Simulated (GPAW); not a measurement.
# Bi (Im-3m) in GPAW: further runs

One crystal, Bi, is run at these levels: PBEsol, vdW-DF-cx; tasks: equation of state.

Program: GPAW 26.7.0. These are calculated values, not measurements. Logs are shortened: lines on timing, memory, paths and dates and some standing lists are left out, and cuts for length are marked. The log counts tension as positive stress, the text compression.

**1. Starting point**

The structure is cubic, space group Im-3m (No. 229). The conventional cell has a = 3.963 Å, b = 3.963 Å, c = 3.963 Å, α = 90.00°, β = 90.00°, γ = 90.00°. Bi (site symmetry m-3m) has 8 Bi at 3.43 Å as nearest neighbours.

This isn't the form of Bi at room conditions, which is rhombohedral.

**2. Equation of state, PBEsol**

The input, run.py:

```python
from ase.eos import EquationOfState
from ase.io import Trajectory, read
from ase.units import GPa
from gpaw import GPAW, PW, setup_paths

setup_paths.insert(0, '.')

atoms = read('Bi.cif')

traj = Trajectory('eos.traj', 'w')
volumes, energies = [], []
for x in [0.94, 0.96, 0.98, 1.0, 1.02, 1.04, 1.06]:
    a = atoms.copy()
    a.set_cell(atoms.cell * x**(1 / 3), scale_atoms=True)
    calc = GPAW(mode=PW(600),
                xc='PBEsol',
                kpts={'size': (9, 9, 9), 'gamma': True},
                occupations={'name': 'fermi-dirac', 'width': 0.05},
                nbands=15,
                convergence={'density': 1e-05, 'energy': 1e-05},
                maxiter=150,
                txt=f'eos-{x:.2f}.txt')
    a.calc = calc
    energies.append(a.get_potential_energy(force_consistent=True))
    volumes.append(a.get_volume())
    p = -a.get_stress()[:3].mean() / GPa
    calc.write(f'eos-{x:.2f}.gpw')
    traj.write(a)
    print(f'{x:.2f} {volumes[-1]:10.4f} A^3 {energies[-1]:14.6f} eV {p:9.3f} GPa', flush=True)

v0, e0, B = EquationOfState(volumes, energies, eos='birchmurnaghan').fit()
print(f'V0 = {v0:.4f} A^3, E0 = {e0:.6f} eV, B0 = {B / GPa:.2f} GPa')
```

The input, Bi.cif:

```cif
data_Bi
_cell_length_a 3.43193835
_cell_length_b 3.43193835
_cell_length_c 3.43193835
_cell_angle_alpha 109.47122063
_cell_angle_beta 109.47122063
_cell_angle_gamma 109.47122063
_space_group_name_H-M_alt 'P1'
_space_group_name_Hall 'P 1'
_space_group_IT_number 1
loop_
_space_group_symop_operation_xyz
'x,y,z'
loop_
_atom_site_label
_atom_site_type_symbol
_atom_site_symmetry_multiplicity
_atom_site_Wyckoff_symbol
_atom_site_fract_x
_atom_site_fract_y
_atom_site_fract_z
_atom_site_occupancy
Bi1 Bi 1 a 0.0000000000 0.0000000000 0.0000000000 1
```

Potentials or basis: PAW data sets generated in the run's folder for this functional, pw.

The run is started by

```
$ gpaw-setup -f PBEsol Bi
$ OMP_NUM_THREADS=1 python run.py
```

Log:

```text
__  _  _
 | _ |_)|_||  |
 |__||  | ||/\| - 26.7.0

Input parameters:
  mode=PW(ecut=600.0),
  convergence={'density': 1e-05, 'energy': 1e-05},
  kpts=MonkhorstPack(size=(9, 9, 9), gamma=True),
  maxiter=150,
  nbands=15,
  occupations=Occupations(name='fermi-dirac', width=0.05),
  xc=XC(name='PBEsol')

Diagonalizing LCAO Hamiltonian
Converting LCAO to pw mode

       Bi

Atoms  # Å, Bohr magnetons
|   | symbol |        x |        y |        z |    initial magnetic moments |
|---|--------|----------|----------|----------|-----------------------------|
| 0 |     Bi | 0.000000 | 0.000000 | 0.000000 | ( 0.0000,  0.0000,  0.0000) |

Unit cell  # Å
| periodic |         x |         y |        z |  lengths |     angles |
|----------|-----------|-----------|----------|----------|------------|
|      yes |  3.361879 |  0.000000 | 0.000000 | 3.361879 | 109.471221 |
|      yes | -1.120626 |  3.169610 | 0.000000 | 3.361879 | 109.471221 |
|      yes | -1.120626 | -1.584805 | 2.744963 | 3.361879 | 109.471221 |

Number of symmetries: 48
Symmetry operations  # r_c * U_cc + t_c -> r_c
|    | kind |            matrix            |
|----|------|------------------------------|
|  0 |  σ   |  1, 1, 1,  0, 0,-1,  0,-1, 0 |
|  1 |  C4  |  1, 1, 1,  0, 0,-1, -1, 0, 0 |
|  2 |  C2  |  1, 1, 1,  0,-1, 0,  0, 0,-1 |
|  3 |  S6  |  1, 1, 1,  0,-1, 0, -1, 0, 0 |
|  4 |  S6  |  1, 1, 1, -1, 0, 0,  0, 0,-1 |
|  5 |  C4  |  1, 1, 1, -1, 0, 0,  0,-1, 0 |
|  6 |  E   |  1, 0, 0,  0, 1, 0,  0, 0, 1 |
|  7 |  σ   |  1, 0, 0,  0, 1, 0, -1,-1,-1 |
|  8 |  σ   |  1, 0, 0,  0, 0, 1,  0, 1, 0 |
|  9 |  C3  |  1, 0, 0,  0, 0, 1, -1,-1,-1 |
| 10 |  C3  |  1, 0, 0, -1,-1,-1,  0, 1, 0 |
| 11 |  σ   |  1, 0, 0, -1,-1,-1,  0, 0, 1 |
| 12 |  σ   |  0, 1, 0,  1, 0, 0,  0, 0, 1 |
| 13 |  C2  |  0, 1, 0,  1, 0, 0, -1,-1,-1 |
| 14 |  C3  |  0, 1, 0,  0, 0, 1,  1, 0, 0 |
| 15 |  S4  |  0, 1, 0,  0, 0, 1, -1,-1,-1 |
| 16 |  S4  |  0, 1, 0, -1,-1,-1,  1, 0, 0 |
| 17 |  C3  |  0, 1, 0, -1,-1,-1,  0, 0, 1 |
| 18 |  C3  |  0, 0, 1,  1, 0, 0,  0, 1, 0 |
| 19 |  S4  |  0, 0, 1,  1, 0, 0, -1,-1,-1 |
| 20 |  σ   |  0, 0, 1,  0, 1, 0,  1, 0, 0 |
| 21 |  C3  |  0, 0, 1,  0, 1, 0, -1,-1,-1 |
| 22 |  C2  |  0, 0, 1, -1,-1,-1,  1, 0, 0 |
| 23 |  S4  |  0, 0, 1, -1,-1,-1,  0, 1, 0 |
| 24 |  C4  |  0, 0,-1,  1, 1, 1,  0,-1, 0 |
| 25 |  σ   |  0, 0,-1,  1, 1, 1, -1, 0, 0 |
| 26 |  S6  |  0, 0,-1,  0,-1, 0,  1, 1, 1 |
| 27 |  C2  |  0, 0,-1,  0,-1, 0, -1, 0, 0 |
| 28 |  C4  |  0, 0,-1, -1, 0, 0,  1, 1, 1 |
| 29 |  S6  |  0, 0,-1, -1, 0, 0,  0,-1, 0 |
| 30 |  S6  |  0,-1, 0,  1, 1, 1,  0, 0,-1 |
| 31 |  C4  |  0,-1, 0,  1, 1, 1, -1, 0, 0 |
| 32 |  C4  |  0,-1, 0,  0, 0,-1,  1, 1, 1 |
| 33 |  S6  |  0,-1, 0,  0, 0,-1, -1, 0, 0 |
| 34 |  σ   |  0,-1, 0, -1, 0, 0,  1, 1, 1 |
| 35 |  C2  |  0,-1, 0, -1, 0, 0,  0, 0,-1 |
| 36 |  C2  | -1, 0, 0,  1, 1, 1,  0, 0,-1 |
| 37 |  S6  | -1, 0, 0,  1, 1, 1,  0,-1, 0 |
| 38 |  S6  | -1, 0, 0,  0, 0,-1,  1, 1, 1 |
| 39 |  C2  | -1, 0, 0,  0, 0,-1,  0,-1, 0 |
| 40 |  C2  | -1, 0, 0,  0,-1, 0,  1, 1, 1 |
| 41 |  i   | -1, 0, 0,  0,-1, 0,  0, 0,-1 |
| 42 |  S4  | -1,-1,-1,  1, 0, 0,  0, 1, 0 |
| 43 |  C3  | -1,-1,-1,  1, 0, 0,  0, 0, 1 |
| 44 |  C3  | -1,-1,-1,  0, 1, 0,  1, 0, 0 |
| 45 |  σ   | -1,-1,-1,  0, 1, 0,  0, 0, 1 |
| 46 |  S4  | -1,-1,-1,  0, 0, 1,  1, 0, 0 |
| 47 |  C2  | -1,-1,-1,  0, 0, 1,  0, 1, 0 |

BZ-sampling:
  Number of BZ points: 729
  Number of IBZ points: 35

  Monkhorst-Pack size: [9, 9, 9]
  Monkhorst-Pack shift: [0, 0, 0]

K-points  # in reciprocal-cell coordinates
|     |                                coordinates |     weight |
|-----|--------------------------------------------|------------|
|   0 | (  0.00000000,   0.00000000,   0.00000000) | 0.00137174 |
|   1 | (  0.11111111,   0.00000000,   0.00000000) | 0.01646091 |
|   2 | (  0.11111111,   0.11111111,  -0.11111111) | 0.00823045 |
|   3 | (  0.22222222,   0.00000000,  -0.11111111) | 0.03292181 |
|   4 | (  0.22222222,   0.00000000,   0.00000000) | 0.01646091 |
|   5 | (  0.22222222,   0.11111111,  -0.11111111) | 0.03292181 |
|   6 | (  0.22222222,   0.22222222,  -0.22222222) | 0.00823045 |
|   7 | (  0.33333333,  -0.11111111,  -0.11111111) | 0.01097394 |
|   8 | (  0.33333333,   0.00000000,  -0.11111111) | 0.06584362 |
|   9 | (  0.33333333,   0.00000000,   0.00000000) | 0.01646091 |
| ... |                                            |            |
|  34 | (  0.44444444,   0.44444444,   0.44444444) | 0.01097394 |

Plane wave coefficients: 984
Cutoff: 600.0 eV

Spin-components: 1 (collinear spins)
Bands:           15
Projectors:      6
Spin-degeneracy: 2
Datatype:        complex128

Parallelization:
  kpt:    1
  domain: 1
  band:   1

Density:
  Valence electrons: 15.0
  Components: 1
  Grid points: [20 20 20]
  Charge: 0.0  # |e|

Potential:
  Grid points: [20 20 20]

species:
  Bi:
    name:    Bismuth
    Z:       83.0
    valence: 15
    core:    68
    charge:  0.0  # [|e|]
    compensation charges:
      type: gauss
      rc: 0.38  # [Å]
      lmax: 2
    cutoffs:
      filter: 2.23  # [Å]
      core: 2.33  # [Å]
    projectors
    | kind |    occ | energy [eV] | rcut [Å] |
    |------|--------|-------------|----------|
    |   6s |  2.000 |     -14.443 |    1.286 |
    |   6p |  3.000 |      -4.606 |    1.275 |
    |   5d | 10.000 |     -27.097 |    1.349 |
    |    s |        |      12.769 |    1.286 |
    |    p |        |      22.605 |    1.275 |
    |    d |        |       0.114 |    1.349 |

    Using partial waves for Bi as LCAO basis

Reference energy: -584693.896228  # eV

eigensolver:
  PPCG
  Converge bands: occupied
  niter=2

density mixing:
  MSR1-Mixer
  Pratt-step length: 0.05
  Maximum mixing coefficient: 0.75
  Old densities: 10
  SVD Regularization: 0.005
  Good broyden scale: 1.0
  Trust region scale: 1.0
  Backstep threshold: 4.0
  History deletion threshold: 6.0
  Fourier metric: weight=20.0, sigma=0.015

occupation numbers:
  Fermi-Dirac:
    width: 0.0500  # eV

poisson solver:
  ecut: 4800.0  # eV

xc functional:
  name: PBEsol with 2 nearest neighbor stencil

convergence criteria:
[... 6 lines left out ...]
|iter     | |      energy | eigst |  dens |
|---------|-|-------------|-------|-------|
|iter:   1| |   -5.019140 | -0.38 |       |
|iter:   2| |   -5.020891 | -2.89 | -1.80 |
|iter:   3| |   -5.021222 | -3.42 | -1.83 |
|iter:   4| |   -5.023092 | -3.88 | -2.21 |
|iter:   5| |   -5.023571 | -4.33 | -2.66 |
|iter:   6| |   -5.023570 | -6.48 | -3.49 |
|iter:   7| |   -5.023571c| -6.85 | -4.04 |
|iter:   8| |   -5.023571c| -7.67c| -5.07c|

Converged in 8 steps
Energy contributions relative to reference atoms: (reference = -584693.896228)

Energy contributions:
  Kinetic:          17.316524
  Coulomb:         -15.572151
  Zero:             -1.469071
  External:          0.000000
  Xc:               -5.296293
  Entropy:          -0.005161
  Spinorbit:         0.000000
  ----------------------------
  Free energy:      -5.026152
  Extrapolated:     -5.023571

dipole moment: (-4.368583, -6.178109, -10.700799)  # |e|*Ang

Fermi level: 8.362
Eigenvalues  # (at kpt = [0.000, 0.000, 0.000])
| band index |      eig [eV] | occ [0-2] |
|------------|---------------|-----------|
|          0 |       -14.952 |     2.000 |
|          1 |       -14.952 |     2.000 |
|          2 |       -14.952 |     2.000 |
|          3 |       -14.794 |     2.000 |
|          4 |       -14.794 |     2.000 |
|          5 |        -5.634 |     2.000 |
|          6 |        13.814 |     0.000 |
|          7 |        13.814 |     0.000 |
|          8 |        13.814 |     0.000 |
|          9 |        18.311 |     0.000 |
|         10 |        18.831 |     0.000 |
|         11 |        18.831 |     0.000 |
|         12 |        18.831 |     0.000 |
|         13 |        20.316 |     0.000 |
|         14 |        20.316 |     0.000 |

No gap
No difference between direct/indirect transitions

Stress tensor  # eV/Ang^3
|         x |         y |         z |
|-----------|-----------|-----------|
| -0.009293 |  0.000000 |  0.000000 |
|  0.000000 | -0.009293 |  0.000000 |
|  0.000000 |  0.000000 | -0.009293 |

# Writing to eos-0.94.gpw (mode='')
```

It took 33 s on 1 thread of AMD EPYC 9B14 (Zen 4), shared host; peak memory 0.19 GiB.

What came out:

| Quantity | Value |
| --- | --- |
| Equilibrium volume | 29.98 Å³/atom |
| Bulk modulus | 60 GPa |
| Pressure derivative of the bulk modulus | 4.2 (rough: it moves with the points fitted) |

Energy against volume, from the lowest point:
```csv
volume (Å³/atom),energy (meV/atom)
29.250,3.34
29.872,0.00
30.495,1.49
31.117,7.41
31.739,17.32
32.362,30.78
32.984,47.37
```

Caveat: spin-orbit coupling is left out, which moves the levels of the heavy elements.

**3. Equation of state, vdW-DF-cx**

run.py: that of step 2 with these lines changed.

```diff
@@ -3,5 +3,3 @@
 from ase.units import GPa
-from gpaw import GPAW, PW, setup_paths
-
-setup_paths.insert(0, '.')
+from gpaw import GPAW, PW
 
@@ -15,3 +13,3 @@
     calc = GPAW(mode=PW(600),
-                xc='PBEsol',
+                xc={'name': 'vdW-DF-cx', 'backend': 'libvdwxc'},
                 kpts={'size': (9, 9, 9), 'gamma': True},
@@ -25,6 +23,5 @@
     volumes.append(a.get_volume())
-    p = -a.get_stress()[:3].mean() / GPa
     calc.write(f'eos-{x:.2f}.gpw')
     traj.write(a)
-    print(f'{x:.2f} {volumes[-1]:10.4f} A^3 {energies[-1]:14.6f} eV {p:9.3f} GPa', flush=True)
+    print(f'{x:.2f} {volumes[-1]:10.4f} A^3 {energies[-1]:14.6f} eV', flush=True)
```

Bi.cif is that of step 2.

Potentials or basis: GPAW PAW data sets (gpaw-data 1.2.1), pw.

The run is started by

```
$ OMP_NUM_THREADS=1 python run.py
```

Wall time 33 s (1 thread of AMD EPYC 9B14 (Zen 4), shared host); peak memory 0.22 GiB.

The run converged. Its results:

```
Equilibrium volume                      : 30.57 Å³/atom
Bulk modulus                            : 58 GPa
Pressure derivative of the bulk modulus : 3.6
```

Energy against volume, from the lowest point:
| volume (Å³/atom) | energy (meV/atom) |
| --- | --- |
| 29.250 | 10.85 |
| 29.872 | 2.84 |
| 30.495 | 0.00 |
| 31.117 | 1.63 |
| 31.739 | 7.53 |
| 32.362 | 17.27 |
| 32.984 | 30.44 |

Caveat: the PAW data sets were made with another functional, which shifts forces and pressure a little; spin-orbit coupling is left out, which moves the levels of the heavy elements.
